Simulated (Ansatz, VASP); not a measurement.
# Ga15SbAs16 (Sb on a Ga site in GaAs) in two plane-wave programs, part 2 of 2

Aim: how closely do two programs agree when they are given the same cell, functional and k mesh? The cell is taken from a series of runs on this material, whose earlier steps may have relaxed, scaled, displaced or heated it; both programs get it as it stands.

VASP 6.6.1 and Ansatz 0.2.0.

So far: Starting point; Ansatz: single point, HSE06.

In doubt: a hybrid run on one k-point (step 2), which bears on gaps, levels and energies.

## Step 3: VASP: single point, HSE06

Level of this step: HSE06; plane waves and PAW (Ga_d, Sb, As) (VASP).

The same cell, functional, mesh and smearing now go to VASP, with its own data sets.

Lines of VASP's logs that name or quote its potential files are left out, and so is its time.

The run reads the wave functions of an earlier VASP run, which isn't shown here.

INCAR reads:

```
SYSTEM = Ga15SbAs16
PREC = Accurate
ENCUT = 400
EDIFF = 1E-06
NELM = 100
ISMEAR = -1
SIGMA = 0.01
LREAL = Auto
ALGO = Normal
LHFCALC = .TRUE.
AEXX = 0.25
GGA = PE
HFSCREEN = 0.208
LASPH = .TRUE.
NBANDS = 162
PRECFOCK = Fast
LORBIT = 11
LWAVE = .FALSE.
LCHARG = .FALSE.
ISIF = 2
```

POSCAR reads:

```
Ga15SbAs16
1.0
   -5.7448161595      5.7448161595     -5.7448161595
    5.7448161595      5.7448161595      5.7448161595
    5.7448161595     -5.7448161595     -5.7448161595
Ga Sb As
15 1 16
Direct
    0.9963903909      0.9941531729      0.9953447266
    0.9963237962      0.2468914996      0.7424641461
    0.9978256824      0.5014303228      0.5041725963
    0.9976638627      0.7556596281      0.2498019484
    0.2505228626      0.0013704883      0.7495895664
    0.2505358167      0.2483794288      0.5039470353
    0.2505796509      0.7555729498      0.9966364084
    0.5035266604      0.0086379629      0.5025118538
    0.5050161536      0.2485563710      0.2497834992
    0.5051771524      0.5014282100      0.9967742339
    0.5035428786      0.7541417350      0.7568988496
    0.7505457460      0.0013797358      0.2496564941
    0.7431338898      0.2467367746      0.9952885137
    0.7506331044      0.5012815427      0.7498045986
    0.7576427587      0.7538827508      0.5024954719
    0.2501545081      0.5013976534      0.2494529761
    0.0038163883      0.0028309556      0.7511999085
    0.9989214218      0.2496633992      0.4963012248
    0.9723221399      0.5012023452      0.2496943652
    0.9990435853      0.7479841154      0.9981724627
    0.2506280433      0.9996203072      0.5013137729
    0.2506817271      0.2240051452      0.2497083004
    0.2508023828      0.5012850124      0.9718003821
    0.2507268106      0.7531613787      0.7479716775
    0.5021652465      0.9996163647      0.2495463581
    0.4970910759      0.2496146849      0.9979703697
    0.5022917348      0.5012285688      0.7478682842
    0.5281461544      0.7788840049      0.5272342429
    0.7523426908      0.0029380051      0.0030248874
    0.7524314178      0.2546471447      0.7515282100
    0.7490021342      0.5012518686      0.5015964565
    0.7489026946      0.7531204934      0.2497811655
```

KPOINTS reads:

```
Automatic mesh
0
Gamma
1 1 1
0 0 0
```

Potentials, in the order of the species: Ga_d, Sb and As (PBE family, release 64).

Run with:

```sh
$ export OMP_NUM_THREADS=3
$ mpirun -np 1 vasp_gam
```

Numbers of over 12 decimals in the logs are rounded to 6 here.

What it wrote:

```text
[banner, memory and clock lines left out]
running    1 mpi-ranks, on    1 nodes
[...]
Offloading initialized ...    1 GPUs detected
[...]
LDA part: xc-table for (Slater+PW92), standard interpolation
 found WAVECAR, reading the header
 POSCAR, INCAR and KPOINTS ok, starting setup
[...]
reading WAVECAR
 the WAVECAR file was read successfully
 initial charge from wavefunction
 entering main loop
       N       E                     dE             d eps       ncg     rms          rms(c)
DAV:   1    -0.154094703462E+03   -0.15409E+03   -0.14256E+01   480   0.229E+01    0.151E+01
DAV:   2    -0.154218748422E+03   -0.12404E+00   -0.21894E+00   376   0.610E+00    0.110E+01
DAV:   3    -0.154197320279E+03    0.21428E-01   -0.20614E-01   440   0.193E+00    0.701E+00
DAV:   4    -0.154185711032E+03    0.11609E-01   -0.24905E-02   384   0.607E-01    0.430E+00
[...]
DAV:   9    -0.154180146209E+03    0.25070E-04   -0.49459E-05   400   0.418E-02    0.319E-01
DAV:  10    -0.154180140845E+03    0.53642E-05   -0.15624E-05   352   0.255E-02    0.187E-01
DAV:  11    -0.154180141614E+03   -0.76911E-06   -0.66968E-06   344   0.155E-02
   1 F= -.15418014E+03 E0= -.15418014E+03  d E =-.162943E-10
```

Parts of OUTCAR (step 3):

```text
  Total        2.1375204      2.1385472      2.1155732     -0.0865571      0.0124735      0.0264107
  in kB        4.5157767      4.5179458      4.4694104     -0.1828625      0.0263517      0.0557959
  external PRESSURE =       4.5010443 kB  Pullay stress =       0.0000000 kB

 POSITION                                       TOTAL-FORCE (eV/Angst)
 -----------------------------------------------------------------------------------
      5.70522      5.71723     -5.73092        -0.081703     -0.083151      0.050675
     -0.04003      2.87672     -8.57067        -0.083045     -0.051816      0.083261
      0.04468      5.71657     -5.74808         0.083005     -0.086931     -0.056401
      0.04480      8.63745     -2.82534         0.081791      0.055041      0.086302
      2.87492     -2.85917     -5.73759         0.001353     -0.000238     -0.000032
      2.88270     -0.02891     -2.90747         0.052327     -0.080220     -0.079336
      8.62659      0.05467     -2.82440         0.054719      0.080182      0.080440
      0.04379      0.05545     -5.72988         0.077637      0.079159      0.047540
     -0.03835      2.89418     -2.90827        -0.082782      0.052049     -0.078952
      5.70475      0.05648     -5.74782        -0.083166      0.078282     -0.056645
      5.78789      2.87692     -2.90860         0.080858     -0.053966     -0.078356
     -2.86959      2.88544     -5.73805         0.001043      0.000490      0.000329
      2.86604     -0.03112     -8.56946        -0.053007     -0.081809      0.083613
      2.87501      2.88453     -5.73997         0.001667      0.001166     -0.006755
[...]
-----------------------------------------------------------------------------------
    total drift:                                0.010691      0.019312     -0.004048

  FREE ENERGIE OF THE ION-ELECTRON SYSTEM (eV)
  ---------------------------------------------------
  free  energy   TOTEN  =      -154.1801416137 eV

  energy  without entropy=     -154.1801416137  energy(sigma->0) =     -154.18014161

[... 3 further parts left out ...]
[key lines of the parts left out:]
E-fermi :   3.9482
```

The run ends at a pressure of 0.45 GPa, with forces up to 0.59 eV/Å.

## Step 4: Side by side

Known differences besides the potentials themselves: exact exchange at q = 0 is treated differently, which shows on coarse meshes; VASP keeps PBE cores, Ansatz makes them for the functional; the data sets hold 450 valence electrons in Ansatz (on its default PAW (the set named soft_2) files) and 280 in VASP; the cutoff is 420 eV in Ansatz and 400 eV in VASP (PREC = Accurate, projectors in real space); VASP takes a coarser grid for exact exchange (PRECFOCK = Fast). Total energies have different zeros and are not compared.

Compared:

```csv
quantity,Ansatz,VASP,difference
gap on the k mesh (eV),0.957,1.002,-0.044
```

Forces on 7 of the 32 atoms, those with the largest forces and the largest differences (eV/Å; atoms numbered as in POSCAR):

```csv
atom,"Ansatz x, y, z","VASP x, y, z"
As19,"-0.313, 0.314, -0.308","-0.335, 0.341, -0.338"
As22,"0.305, 0.301, 0.306","0.332, 0.331, 0.336"
As23,"0.313, -0.313, -0.302","0.344, -0.340, -0.325"
As24,"-0.106, -0.101, -0.099","-0.105, -0.103, -0.099"
As27,"0.101, -0.100, 0.104","0.100, -0.098, 0.098"
As28,"-0.306, -0.307, 0.310","-0.342, -0.334, 0.336"
As31,"-0.102, 0.100, 0.108","-0.098, 0.103, 0.104"
```

The forces differ by 10 meV/Å r.m.s., which is 7.2 % of the r.m.s. force of 0.141 eV/Å (both taken over all components). A gap on the mesh is an upper bound, since the band edges may lie between its points.

## Step 5: Results

| Item | Value |
| --- | --- |
| r.m.s. force difference (single point, HSE06) | 10 meV/Å |
| difference in gap on the k mesh (single point, HSE06) | -0.044 eV |

What this shows: The r.m.s. force difference is 10 meV/Å (single point, HSE06), within the 12 meV/Å picked in this series as the mark of a large difference. The data sets hold unlike numbers of valence electrons (450 in Ansatz and 280 in VASP), so part of the differences comes from the potentials. Such differences can come from data sets, numerical settings and the points named under the comparisons, not from the functional's error against experiment.

[Lines on the potential files, build, host, timing and source positions are cut from VASP's logs without a mark.]

[Logs are printed without paths, hosts, clocks, repeated set-up lines and the standing remarks that a program may print on its own settings, such as how far it seeks lower states.]

[Hosts, paths, dates, database ids (printed as entryN), source tags and the programs' standing remarks are cut or masked in the printed files.]
